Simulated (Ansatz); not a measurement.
Runs of Ansatz 0.2.0 on HfN. The structure is cubic, space group Fm-3m (No. 225). The conventional cell has a = 4.512 Å, b = 4.512 Å, c = 4.512 Å, α = 90.00°, β = 90.00°, γ = 90.00°. Around Hf (site symmetry m-3m) lie 6 N at 2.26 Å. Around N (site symmetry m-3m) lie 6 Hf at 2.26 Å. 

```tsv
task	level	U	k mesh	cutoff (eV)	points for each segment of the path	hubbard projectors	double counting	mesh quality	gap on the mesh (eV)	pressure (GPa)
band structure	PBEsol+U	Hf d U = 2 eV	10 × 10 × 10	420	14	ortho-atomic (the default)	fll (the default)	not flagged	none	0.9
projected density of states	RPBE	-	6 × 6 × 6	420	-	-	-	coarse	none	11.1
band structure	PBEsol	-	10 × 10 × 10	420	14	-	-	not flagged	none	(b)
band structure	PBEsol+U	Hf d U = 5 eV	10 × 10 × 10	420	14	ortho-atomic (the default)	fll (the default)	not flagged	none	5.5
band structure	PBEsol+U	Hf d U = 4 eV	10 × 10 × 10	420	14	ortho-atomic (the default)	fll (the default)	not flagged	none	3.9
projected density of states	PBEsol	-	6 × 6 × 6	420	-	-	-	coarse	none	-2.1
projected density of states	revPBE	-	6 × 6 × 6	420	-	-	-	coarse	none	(a)
projected density of states	r2SCAN0	-	6 × 6 × 6	500	-	-	-	coarse	none	(c)
```

Alike in all rows: potentials or basis Ansatz PAW; no spin polarisation; cell as given; smearing fermi-dirac 0.05 eV.

Fill in the values left out.

(a) 9.8; (b) -1.9; (c) -0.2.

Caveats: some runs use coarse meshes; the PAW data sets come from PBE, with cores solved anew for the run's functional, which leaves a small shift of forces and pressure; spin-orbit coupling is left out, which moves the levels of the heavy elements (some runs); U without spin polarisation on a metal has little footing (some runs); the thresholds are loose for stress (some runs).

A k mesh can miss the band edges, and the runs leave out spin-orbit coupling on Hf.

A gap of «none» marks a metal or a gap under the smearing width.

Runs at the PBE level aren't shown here.
